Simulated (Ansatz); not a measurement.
Li:

```
Li
1.0
    -1.75465    1.75465    1.75465
     1.75465   -1.75465    1.75465
     1.75465    1.75465   -1.75465
Li
1
Cartesian
  0.0000 0.0000 0.0000
```

Base run:

```yaml
Program: Ansatz 0.2.0
Functional: PBEsol
Potentials_or_basis: Ansatz PAW
Cutoff: "420 eV (not typed: the program's choice for these potentials)"
k_mesh: 11 × 11 × 11
Occupations: fermi-dirac, width 0.05 eV
Spin: no spin polarisation
```

Its results: band gap on the k mesh none (metal or under the smearing width); pressure -0.8 GPa.

Question: After a change of settings the same cell gave: band gap on the k mesh none (metal or under the smearing width); pressure -1.6 GPa. Which change was it?
A. functional from PBEsol to HF; k mesh from 11 × 11 × 11 to 6 × 6 × 6
B. functional from PBEsol to HSE06; k mesh from 11 × 11 × 11 to 6 × 6 × 6
C. functional from PBEsol to r2SCAN; cutoff from 420 eV (not typed: the program's choice for these potentials) to 500 eV (not typed: the program's choice for these potentials)
D. functional from PBEsol to LDA

Answer: D.

LDA binds more tightly than PBEsol, so the same cell stands under less pressure.

Runs at the PBE level aren't shown here.
